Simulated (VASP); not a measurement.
Set up this calculation in VASP 6.6.1, as the native input.

```
Task                   : single point
Functional             : PBE
Potentials or basis    : VASP PAW PBE potentials, release 64 (Cd, S)
Cutoff                 : 520 eV
k mesh                 : 8 × 8 × 8
Occupations            : fermi-dirac, width 0.01 eV
Spin                   : no spin polarisation
Dipole correction      : no
Further INCAR settings : ALGO = Fast; EDIFF = 1e-07; NBANDS = 16
```

The structure of CdS lies in POSCAR:

```
CdS
1.0
    0.0000000000      2.9100000000      2.9100000000
    2.9100000000      0.0000000000      2.9100000000
    2.9100000000      2.9100000000      0.0000000000
Cd S
1 1
Direct
    0.0000000000      0.0000000000      0.0000000000
    0.7500000000      0.7500000000      0.7694395189
```

The cell isn't the ideal one: atom 2 (S) moved by [0.056569, 0.056569, 0.0] A.

These files were run (other wordings do the same):

INCAR

```
SYSTEM = CdS
PREC     = Accurate       ! precision mode
ENCUT    = 520            ! plane-wave cutoff, eV
EDIFF    = 1E-7           ! SCF threshold, eV
ISMEAR   = -1             ! smearing method
SIGMA    = 0.01           ! smearing width, eV
LREAL    = .FALSE.        ! projectors in reciprocal space
LASPH    = .TRUE.         ! aspherical terms in the spheres
NELM     = 100            ! most SCF steps
ALGO     = Fast           ! electronic algorithm
ISIF     = 2              ! what is computed and relaxed
LWAVE    = .FALSE.        ! write WAVECAR
LCHARG   = .TRUE.         ! write CHGCAR
GGA      = PE             ! functional
LELF     = .TRUE.         ! ELF
LVHAR    = .TRUE.       
NBANDS   = 16             ! bands
```

KPOINTS

```
regular mesh
0
G
  8 8 8
  0 0 0
```

Potentials or basis: VASP PAW PBE potentials, release 64 (Cd, S).

The run is started by

```console
$ cat potpaw_PBE.64/Cd/POTCAR potpaw_PBE.64/S/POTCAR > POTCAR
$ mpirun -np 1 vasp_std > vasp.out
```

It gave:

The pressure is 3.8 GPa, the largest force is 0.439 eV/Å and the band gap on the k mesh is 1.16 eV, direct.

Wall time 42 s on 1 thread of Intel(R) Xeon(R) 6975P-C (Granite Rapids), on a shared host, peak memory 0.26 GiB.
